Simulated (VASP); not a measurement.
Wanted: the native input for a VASP 6.6.1 run.

* Task: single point
* Functional: r2SCAN
* Potentials or basis: VASP PAW PBE potentials, release 64 (Te, Pb_d)
* Cutoff: 520 eV
* k mesh: 6 × 6 × 6
* Occupations: gaussian, width 0.1 eV
* Spin: no spin polarisation
* Dipole correction: no
* Further INCAR settings: ALGO = Normal; EDIFF = 1e-07; NBANDS = 17

TePb:

```
CELL_PARAMETERS angstrom
3.68620 0.00000 0.00000
0.00000 3.68620 0.00000
0.00000 0.00000 3.68620
ATOMIC_POSITIONS crystal
Te 0.50000 0.50000 0.50000
Pb 0.00000 0.00000 0.00000
```

Measurements of this composition are mostly on another form, of space group No. 225.

The input as run:

POSCAR

```
TePb
1.0
    3.6862032299      0.0000000000      0.0000000000
    0.0000000000      3.6862032299      0.0000000000
    0.0000000000      0.0000000000      3.6862032299
Te Pb
1 1
Direct
    0.5000000000      0.5000000000      0.5000000000
    0.0000000000      0.0000000000      0.0000000000
```

INCAR.step1

```
PREC = Accurate
ENCUT = 520
ISMEAR = 0
SIGMA = 0.1
LREAL = F
LASPH = T
NELM = 100
NBANDS = 17
GGA = PE
ALGO = Normal
EDIFF = 1E-4
LWAVE = T
LCHARG = F
```

INCAR.step2

```
PREC = Accurate
ENCUT = 520
EDIFF = 1E-7
ISMEAR = 0
SIGMA = 0.1
LREAL = F
LASPH = T
NELM = 100
ALGO = Normal
ISIF = 2
LWAVE = F
LCHARG = T
METAGGA = R2SCAN
LMIXTAU = T
LELF = T
LVHAR = T
NBANDS = 17
ISTART = 1
```

KPOINTS

```
Automatic mesh
0
Gamma
  6 6 6
```

Potentials or basis: VASP PAW PBE potentials, release 64 (Te, Pb_d).

Launch:

```sh
$ cat potpaw_PBE.64/Te/POTCAR potpaw_PBE.64/Pb_d/POTCAR > POTCAR
$ cp INCAR.step1 INCAR
$ mpirun -np 1 vasp_std > vasp.out
$ cp INCAR.step2 INCAR
$ mpirun -np 1 vasp_std > vasp.out
```

Results of the run:

```json
{
 "Pressure": "17.7 GPa",
 "Band gap on the k mesh": "none (metal or under the smearing width)"
}
```

Caveat: so large a pressure means that the cell lies far from this level's equilibrium, or that cutoff or potentials fall short; the potentials were made for another functional, which shifts forces and pressure.

It took 37 s on 1 thread of Intel(R) Xeon(R) Platinum 8488C (Sapphire Rapids), with other jobs on the host, peak memory 0.17 GiB.
